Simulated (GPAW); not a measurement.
Runs of GPAW 26.7.0 on HgTe (Coloradoite). The structure is cubic, space group F-43m (No. 216). The conventional cell has a = 6.429 Å, b = 6.429 Å, c = 6.429 Å, α = 90.00°, β = 90.00°, γ = 90.00°. Around Hg (site symmetry -43m) lie 4 Te at 2.78 Å. Te (site symmetry -43m) has 4 Hg at 2.78 Å as nearest neighbours. 

```csv
level,gap on the mesh (eV),pressure (GPa),relaxed volume (Å³/atom)
PBE+D3(op),none,0.0,35.42
PBE+D3(BJ),none,0.0,35.04
PBE+D3,none,0.0,35.04
PBE,none,0.0,36.70
PBE+D3(BJ)+ATM,none,0.0,(a)
PBE+D3M(BJ),none,0.0,32.89
```

Alike in all rows: task relaxation of cell and atoms; potentials or basis GPAW PAW data sets (gpaw-data 1.2.1), pw; no spin polarisation; cell relaxed; k mesh 7 × 7 × 7; cutoff (eV) 600; smearing fermi-dirac 0.05 eV.

Q: Fill in the values left out.

A: (a) 35.19.

Caveats: later steps reuse the first step's grids; pairwise dispersion overbinds metals, which lowers pressure and volume (some runs).

A k mesh can miss the band edges, and the runs leave out spin-orbit coupling on Hg, Te.

A gap of «none» marks a metal or a gap under the smearing width.
